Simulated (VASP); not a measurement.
# Na (Im-3m) in VASP: notebook

One crystal, Na, is run at these levels: PBEsol, HSE03; tasks: single point, relaxation of the atoms.

Everything below comes from runs of VASP 6.6.1. Logs are shortened: lines on timing, memory, paths and dates and some standing lists are left out, and cuts for length are marked.

### 1 Starting point

It takes space group Im-3m (No. 229, cubic). The conventional cell has a = 4.282 Å, b = 4.282 Å, c = 4.282 Å, α = 90.00°, β = 90.00°, γ = 90.00°. Na (site symmetry m-3m) has 8 Na at 3.71 Å as nearest neighbours.

### 2 Single point, PBEsol

Contents of run.py:

```python
from ase.calculators.vasp import Vasp
from ase.dft.bandgap import bandgap
from ase.spacegroup import crystal

atoms = crystal(
    ['Na'],
    basis=[[0.0, 0.0, 0.0]],
    spacegroup=229,
    setting=1,
    cellpar=[4.282, 4.282, 4.282, 90.0, 90.0, 90.0],
    primitive_cell=True,
)
calc = Vasp(
    directory='calc',
    xc='pbesol',
    pp='PBE',
    setups='recommended',
    pp_version='54',
    prec='Accurate',
    encut=520,
    ediff=1e-07,
    ismear=0,
    sigma=0.05,
    lreal=False,
    lasph=True,
    nelm=80,
    algo='Fast',
    isif=2,
    lwave=False,
    lcharg=True,
    lelf=True,
    lvhar=True,
    kpts=[9, 9, 9],
    gamma=True,
)
atoms.calc = calc

print('energy (eV):', atoms.get_potential_energy())
print('free energy (eV):', atoms.get_potential_energy(force_consistent=True))
print('forces (eV/A):')
print(atoms.get_forces())
print('stress (eV/A^3, Voigt):', atoms.get_stress())
print('Fermi level (eV):', calc.get_fermi_level())
gap, top, bottom = bandgap(calc)
print('band gap (eV):', gap, 'from (spin, k, band)', top, 'to', bottom)
```

Potentials or basis: VASP PAW PBE potentials, release 54 (Na_pv).

On the command line:

```console
$ python run.py
```

What it wrote:

```text
energy (eV): -1.39875848
free energy (eV): -1.39914819
forces (eV/A):
[[ 0.  0. -0.]]
stress (eV/A^3, Voigt): [ 0.00311328  0.00311328  0.00311328 -0.         -0.         -0.        ]
Fermi level (eV): 0.0862375
band gap (eV): 0.0 from (spin, k, band) (None, None, None) to (None, None, None)
```

OUTCAR:

```text
ENCUT = 520.000000
   EDIFF = 1.00e-07
   GGA = PS
   PREC = Accurate
   ISIF = 2
   ISMEAR = 0
   NELM = 80
   LASPH = .TRUE.
   LREAL = .FALSE.

 ion  position               nearest neighbor table
   1  0.000  0.000  0.000-

  LATTYP: Found a body centered cubic cell.
 ALAT       =     4.2820000000

  Lattice vectors:

 A1 = (  -2.1410000000,   2.1410000000,   2.1410000000)
 A2 = (   2.1410000000,  -2.1410000000,   2.1410000000)
 A3 = (   2.1410000000,   2.1410000000,  -2.1410000000)

Analysis of symmetry for initial positions (statically):
=====================================================================
 Subroutine PRICEL returns:
 Original cell was already a primitive cell.

 Routine SETGRP: Setting up the symmetry group for a
 body centered cubic supercell.

 Subroutine GETGRP returns: Found 48 space group operations
 (whereof 48 operations were pure point group operations)
 out of a pool of 48 trial point group operations.

The static configuration has the point symmetry O_h .

Analysis of symmetry for dynamics (positions and initial velocities):
=====================================================================
 Subroutine PRICEL returns:
 Original cell was already a primitive cell.

 Routine SETGRP: Setting up the symmetry group for a
 body centered cubic supercell.

 Subroutine GETGRP returns: Found 48 space group operations
 (whereof 48 operations were pure point group operations)
 out of a pool of 48 trial point group operations.

The dynamic configuration has the point symmetry O_h .

 Subroutine INISYM returns: Found 48 space group operations
 (whereof 48 operations are pure point group operations),
 and found     1 'primitive' translations

----------------------------------------------------------------------------------------

                                     Primitive cell

  volume of cell :      39.2564

  direct lattice vectors                    reciprocal lattice vectors
    -2.141000000  2.141000000  2.141000000     0.000000000  0.233535731  0.233535731
     2.141000000 -2.141000000  2.141000000     0.233535731  0.000000000  0.233535731
     2.141000000  2.141000000 -2.141000000     0.233535731  0.233535731  0.000000000

  length of vectors
     3.708320779  3.708320779  3.708320779     0.330269398  0.330269398  0.330269398

  position of ions in fractional coordinates (direct lattice)
     0.000000000  0.000000000  0.000000000

  ion indices of the primitive-cell ions
   primitive index   ion index
                 1           1

----------------------------------------------------------------------------------------

 KPOINTS: KPOINTS created by Atomic Simulation Env

Automatic generation of k-mesh.
 Grid dimensions read from file:
 generate k-points for:    9    9    9

 Generating k-lattice:

  Cartesian coordinates                     Fractional coordinates (reciprocal lattice)
     0.000000000  0.025948415  0.025948415     0.111111111  0.000000000  0.000000000
     0.025948415  0.000000000  0.025948415     0.000000000  0.111111111  0.000000000
     0.025948415  0.025948415  0.000000000     0.000000000  0.000000000  0.111111111

  Length of vectors
     0.036696600  0.036696600  0.036696600

  Shift w.r.t. Gamma in fractional coordinates (k-lattice)
     0.000000000  0.000000000  0.000000000

 Subroutine IBZKPT returns following result:
 ===========================================

 Found     35 irreducible k-points:

 Following reciprocal coordinates:
            Coordinates               Weight
  0.000000  0.000000  0.000000      1.000000
  0.111111  0.000000  0.000000     12.000000
  0.222222  0.000000  0.000000     12.000000
  0.333333  0.000000  0.000000     12.000000
  0.444444  0.000000  0.000000     12.000000
  0.111111  0.111111  0.000000     24.000000
[... 16 lines left out ...]
 -0.333333  0.444444  0.111111     48.000000
 -0.444444 -0.444444  0.111111     24.000000
 [... further k-points ...]
   k-points           NKPTS =     35   k-points in BZ     NKDIM =     35   number of bands    NBANDS=      7
   number of dos      NEDOS =    301   number of ions     NIONS =      1
   total plane-waves  NPLWV =  21952
   dimension x,y,z NGX =    28 NGY =   28 NGZ =   28
   dimension x,y,z NGXF=    56 NGYF=   56 NGZF=   56
   ions per type =               1
   NGX,Y,Z   is equivalent  to a cutoff of  12.55, 12.55, 12.55 a.u.
   NGXF,Y,Z  is equivalent  to a cutoff of  25.11, 25.11, 25.11 a.u.
 SYSTEM =  unknown system
   PREC   = accura    normal or accurate (medium, high low for compatibility)
   ISTART =      0    job   : 0-new  1-cont  2-samecut
   ICHARG =      2    charge: 1-file 2-atom 10-const
   ISPIN  =      1    spin polarized calculation?
   LNONCOLLINEAR =      F non collinear calculations
   LSORBIT =      F    spin-orbit coupling
   LASPH  =      T    aspherical Exc in radial PAW
   ENCUT  =  520.0 eV  38.22 Ry    6.18 a.u.   6.90  6.90  6.90*2*pi/ulx,y,z
   NELM   =     80;   NELMIN=  2; NELMDL= -5     # of ELM steps
   EDIFF  = 0.1E-06   stopping-criterion for ELM
   LREAL  =      F    real-space projection
   EDIFFG = 0.1E-05   stopping-criterion for IOM
   NSW    =      0    number of steps for IOM
   IBRION =     -1    ionic relax: 0-MD 1-quasi-New 2-CG
   NFREE  =      0    steps in history (QN), initial steepest desc. (CG)
   ISIF   =      2    stress and relaxation
   ISYM   =      2    0-nonsym 1-usesym 2-fastsym
   POTIM  = 0.5000    time-step for ionic-motion
   TEBEG  =    0.0;   TEEND  =   0.0 temperature during run
   PSTRESS=    0.0 pullay stress
   NELECT =       7.0000    total number of electrons
   NUPDOWN=      -1.0000    fix difference up-down
   EMIN   =  10.00;   EMAX   =-10.00  energy-range for DOS
   EFERMI =   0.00;   METHOD = LEGACY
   ISMEAR =     0;   SIGMA  =   0.05  broadening in eV -4-tet -1-fermi 0-gaus
   EFERMI_NEDOS =   21; number of points for ismear=-14 and -15
   IALGO  =     68    algorithm
   IMIX   =      4    mixing-type and parameters
     AMIX     =   0.40;   BMIX     =  1.00
     AMIX_MAG =   1.60;   BMIX_MAG =  1.00
  volume/ion in A,a.u.               =      39.26       264.91
  Fermi-wavevector in a.u.,A,eV,Ry     =   0.921448  1.741284 11.552251  0.849066
  Thomas-Fermi vector in A             =   2.046866
   LORBIT       =      0    0 simple, 1 ext, 2 COOP (PROOUT), +10 PAW based schemes
   GGA     = PS    functional components
   LHFCALC =     F    Hartree Fock is set to
   AEXX    =    0.0000 exact exchange contribution
   IVDW    =     0    specifies the selected vdW correction
   LEPSILON=     F    determine dielectric tensor
   LRPA    =     F    only Hartree local field effects (RPA)
 non-spin polarized calculation
 RMM-DIIS sequential band-by-band and
 Gauss-broadening in eV      SIGMA  =   0.05
  energy-cutoff  :      520.00
  volume of cell :       39.26
 maximum number of plane-waves:      1075
   NGX = 13   NGY = 13   NGZ = 13

 number of electron       7.0000011 magnetization

 Free energy of the ion-electron system (eV)
  ---------------------------------------------------
  ext. energy  EPLUGINS =         0.00000000
  ---------------------------------------------------
  free energy    TOTEN  =        -1.39914819 eV

  energy without entropy =       -1.39836877  energy(sigma->0) =       -1.39875848

 E-fermi :   0.0862     XC(G=0):  -6.3521

 val. band max:        0.0396398909   @ k =  -0.3333   0.4444   0.1111
 cond. band min:       0.2309967975   @ k =   0.4444   0.0000   0.0000
 fundamental gap:      0.1913569066
 Fermi energy:         0.0862374956

 k-point     1 :       0.0000    0.0000    0.0000
  band No.  band energies     occupation
      1     -24.6856      2.00000
      2     -24.6856      2.00000
      3     -24.6856      2.00000
      4      -3.0097      2.00000
      5      11.5140      0.00000
      6      11.5140      0.00000
      7      11.5140      0.00000

 k-point     2 :       0.1111    0.0000    0.0000
  band No.  band energies     occupation
      1     -24.6890      2.00000
      2     -24.6868      2.00000
      3     -24.6856      2.00000
      4      -2.8009      2.00000
      5       9.3368      0.00000
      6      10.4936      0.00000
      7      10.7990      0.00000

 k-point     3 :       0.2222    0.0000    0.0000
  band No.  band energies     occupation
      1     -24.6978      2.00000
      2     -24.6897      2.00000
      3     -24.6855      2.00000
      4      -2.1794      2.00000
      5       6.6006      0.00000
      6       9.3492      0.00000
      7       9.9023      0.00000

 k-point     4 :       0.3333    0.0000    0.0000
  band No.  band energies     occupation
      1     -24.7076      2.00000
      2     -24.6931      2.00000
      3     -24.6855      2.00000
      4      -1.1591      2.00000
      5       4.1563      0.00000
      6       8.5619      0.00000
      7       9.2766      0.00000

 k-point     5 :       0.4444    0.0000    0.0000
  band No.  band energies     occupation
      1     -24.7140      2.00000
      2     -24.6953      2.00000
      3     -24.6855      2.00000
      4       0.2310      0.00004
      5       2.0546      0.00000
      6       8.1651      0.00000
      7       8.9614      0.00000
[... 161 lines left out ...]
 k-point    22 :      -0.4444    0.4444    0.1111
  band No.  band energies     occupation
      1     -24.7131      2.00000
      2     -24.6967      2.00000
      3     -24.6880      2.00000
      4       0.4269      0.00000
      5       2.2483      0.00000
      6       7.0600      0.00000
      7       7.9638      0.00000

 k-point    23 :      -0.3333    0.4444    0.1111
  band No.  band energies     occupation
      1     -24.7097      2.00000
      2     -24.6983      2.00000
      3     -24.6903      2.00000
      4       0.0396      1.81249
      5       3.5531      0.00000
      6       5.4073      0.00000
      7       8.8223      0.00000

 k-point    24 :      -0.4444   -0.4444    0.1111
  band No.  band energies     occupation
      1     -24.7120      2.00000
      2     -24.6999      2.00000
      3     -24.6903      2.00000
      4       1.3969      0.00000
      5       1.8620      0.00000
      6       5.1989      0.00000
      7       8.6784      0.00000

 [... further k-points ...]

------------------------ aborting loop because EDIFF is reached ----------------------------------------

  FORCE on cell =-STRESS in cart. coord.  units (eV):
  Direction    XX          YY          ZZ          XY          YZ          ZX
  --------------------------------------------------------------------------------------
  -------------------------------------------------------------------------------------
  Total       -0.1222159     -0.1222159     -0.1222159      0.0000000     -0.0000000      0.0000000
  in kB       -4.9880215     -4.9880215     -4.9880215      0.0000000     -0.0000000      0.0000000
  external PRESSURE =      -4.9880215 kB  Pullay stress =       0.0000000 kB

 VOLUME and BASIS-vectors are now :
 -----------------------------------------------------------------------------
  energy-cutoff  :      520.00
  volume of cell :       39.26
      direct lattice vectors                 reciprocal lattice vectors
    -2.141000000  2.141000000  2.141000000     0.000000000  0.233535731  0.233535731
     2.141000000 -2.141000000  2.141000000     0.233535731  0.000000000  0.233535731
     2.141000000  2.141000000 -2.141000000     0.233535731  0.233535731  0.000000000

 POSITION                                       TOTAL-FORCE (eV/Angst)
 -----------------------------------------------------------------------------------
      0.00000      0.00000      0.00000         0.000000      0.000000     -0.000000
 -----------------------------------------------------------------------------------
    total drift:                               -0.000000     -0.000000     -0.000000

  FREE ENERGIE OF THE ION-ELECTRON SYSTEM (eV)
  ---------------------------------------------------
  free  energy   TOTEN  =        -1.3991481860 eV

  energy  without entropy=       -1.3983687721  energy(sigma->0) =       -1.39875848
```

INCAR:

```text
ENCUT = 520.000000
SIGMA = 0.050000
EDIFF = 1.00e-07
ALGO = Fast
GGA = PS
PREC = Accurate
ISIF = 2
ISMEAR = 0
NELM = 80
LASPH = .TRUE.
LCHARG = .TRUE.
LELF = .TRUE.
LVHAR = .TRUE.
LWAVE = .FALSE.
LREAL = .FALSE.
```

It took 9.6 s on 1 thread of Intel Xeon Platinum 8488C (Sapphire Rapids), shared host; peak memory 0.14 GiB.

Results:

| Property | Result |
| --- | --- |
| Free energy | -1.3991 eV |
| Pressure | -0.5 GPa |
| Band gap on the k mesh | none (metal or under the smearing width) |

Caveat: the PAW data sets were made with another functional, which shifts forces and pressure a little.

### 3 Relaxation of the atoms, HSE03 (volume scaled by 0.92)

Contents of POSCAR:

```
Na
1.0
   -2.0823126769      2.0823126769      2.0823126769
    2.0823126769     -2.0823126769      2.0823126769
    2.0823126769      2.0823126769     -2.0823126769
Na
1
Direct
    0.0000000000      0.0000000000      0.0000000000
```

Contents of INCAR.step1:

```
SYSTEM = Na
PREC = Accurate ; ENCUT = 520
EDIFF = 1E-5 ; ISMEAR = 1
SIGMA = 0.1 ; LREAL = .FALSE.
LASPH = .TRUE. ; NELM = 100
ALGO = Normal ; LWAVE = .TRUE.
LCHARG = .FALSE. ; GGA = PE
```

Contents of INCAR.step2:

```
SYSTEM = Na
PREC = Accurate ; ENCUT = 520
EDIFF = 1E-7 ; ISMEAR = 1
SIGMA = 0.1 ; LREAL = .FALSE.
LASPH = .TRUE. ; NELM = 100
ALGO = Normal ; ISIF = 2
LWAVE = .FALSE. ; LCHARG = .FALSE.
GGA = PE ; LHFCALC = .TRUE.
HFSCREEN = 0.3 ; PRECFOCK = Normal
IBRION = 2 ; NSW = 40
EDIFFG = -0.02 ; ISTART = 1
```

Contents of KPOINTS:

```
Automatic mesh
0
G
  5 5 5
  0 0 0
```

Potentials or basis: VASP PAW PBE potentials, release 64 (Na_pv).

On the command line:

```console
$ cat potpaw_PBE.64/Na_pv/POTCAR > POTCAR
$ cp INCAR.step1 INCAR
$ mpirun -np 1 vasp_std > vasp.out
$ cp INCAR.step2 INCAR
$ mpirun -np 1 vasp_std > vasp.out
```

Wall time 63 s (1 thread of Intel Xeon Platinum 8488C (Sapphire Rapids), shared host); peak memory 0.25 GiB.

It converged, with:

| Quantity | Value |
| --- | --- |
| Free energy | -1.3608 eV |
| Pressure after relaxing | 0.3 GPa |
| Band gap on the k mesh | none (metal or under the smearing width) |

Final structure:
```
Na
1.0
    -2.08231    2.08231    2.08231
     2.08231   -2.08231    2.08231
     2.08231    2.08231   -2.08231
Na
1
Cartesian
  0.0000 0.0000 0.0000
```

Levels at points of the mesh, in eV from the Fermi level:
```
           k point  band 1  band 2  band 3  band 4  band 5  band 6  band 7
(0.00, 0.00, 0.00)  -27.84  -27.84  -27.84   -3.84   12.26   12.26   12.26
```

Caveat: the k mesh is coarse (spacing up to 0.43 Å⁻¹), so the values aren't converged, least of all with exact exchange; the relaxation stopped at its first step, so nothing moved; the PAW data sets were made with another functional, which shifts forces and pressure a little.
